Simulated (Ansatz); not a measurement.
Relaxed (001) slab cut from BaTiO$_{3}$ (space group P4mm (No. 99)); the slab's formula is Ba3Ti2O7, its outer planes BaO (top) and BaO (bottom):

```
CELL_PARAMETERS angstrom
3.95574 0.00000 0.00000
0.00000 3.95574 0.00000
0.00000 0.00000 23.20657
ATOMIC_POSITIONS crystal
Ba 0.00000 0.00000 0.33177
O 0.50000 0.50000 0.32942
Ti 0.50000 0.50000 0.41157
O 0.50000 0.00000 0.41225
O 0.00000 0.50000 0.41225
Ba 0.00000 0.00000 0.49938
O 0.50000 0.50000 0.49936
Ti 0.50000 0.50000 0.58717
O 0.50000 0.00000 0.58649
O 0.00000 0.50000 0.58649
Ba 0.00000 0.00000 0.66698
O 0.50000 0.50000 0.66932
```

The calculation used DFT PBEsol, scalar-relativistic, plane waves, PAW in Ansatz. Cutoff 420 eV; k points 7×7×1 on the computed 12-atom cell (Γ-centred); Gaussian smearing, width 0.05 eV; no spin polarisation. A dipole correction removes the field between periodic images along c.

The potential is the smooth part; its values at the atoms depend on the PAW datasets.

**Question.** How does the plane-averaged electrostatic potential energy of an electron run along c, counted from the top of the valence band?

**Answer.** z (Å), V (eV) and a bar:
```
     2.90       3.44 ##############################
     3.19       3.44 ##############################
     3.48       3.44 ##############################
     3.77       3.44 ##############################
     4.06       3.44 ##############################
     4.35       3.44 ##############################
     4.64       3.43 ##############################
     4.93       3.43 ##############################
     5.22       3.41 ##############################
     5.51       3.37 ##############################
     5.80       3.29 ##############################
     6.09       3.09 #############################
     6.38       2.58 ############################
     6.67       1.12 #########################
     6.96      -1.96 ###################
     7.25      -6.53 #########
     7.54      -9.56 ###
     7.83      -9.33 ###
     8.12      -6.19 ##########
     8.41      -2.45 ##################
     8.70      -0.99 #####################
     8.99      -3.60 ###############
     9.28      -8.71 ####
     9.57     -10.82
     9.86      -8.08 ######
    10.15      -2.42 ##################
    10.44       0.70 ########################
    10.73      -0.34 ######################
    11.02      -3.79 ###############
    11.31      -7.74 ######
    11.60      -9.29 ###
    11.89      -7.42 #######
    12.18      -3.34 ################
    12.47      -0.12 #######################
    12.76       0.62 ########################
    13.05      -3.03 ################
    13.34      -8.55 #####
    13.63     -10.83
    13.92      -8.28 #####
    14.21      -3.07 ################
    14.50      -1.01 #####################
    14.79      -2.74 #################
    15.08      -6.59 #########
    15.37      -9.52 ###
    15.66      -9.39 ###
    15.95      -6.11 ##########
    16.24      -1.56 ###################
    16.53       1.34 ##########################
    16.82       2.65 ############################
    17.11       3.11 #############################
    17.40       3.29 ##############################
    17.70       3.37 ##############################
    17.99       3.40 ##############################
    18.28       3.42 ##############################
    18.57       3.43 ##############################
    18.86       3.43 ##############################
    19.15       3.43 ##############################
    19.44       3.43 ##############################
    19.73       3.44 ##############################
    20.02       3.44 ##############################
    20.31       3.44 ##############################
```

The vacuum level lies 3.44 eV above the top of the valence band.

Spin-orbit coupling is left out, which matters for the bands of heavy elements. Charge leaks into the vacuum, so work functions can be off.

Cost: 1 run of about 6 core-minutes, on Intel Xeon Processor @ 2.50GHz (Skylake/Cascade Lake) (shared hosts).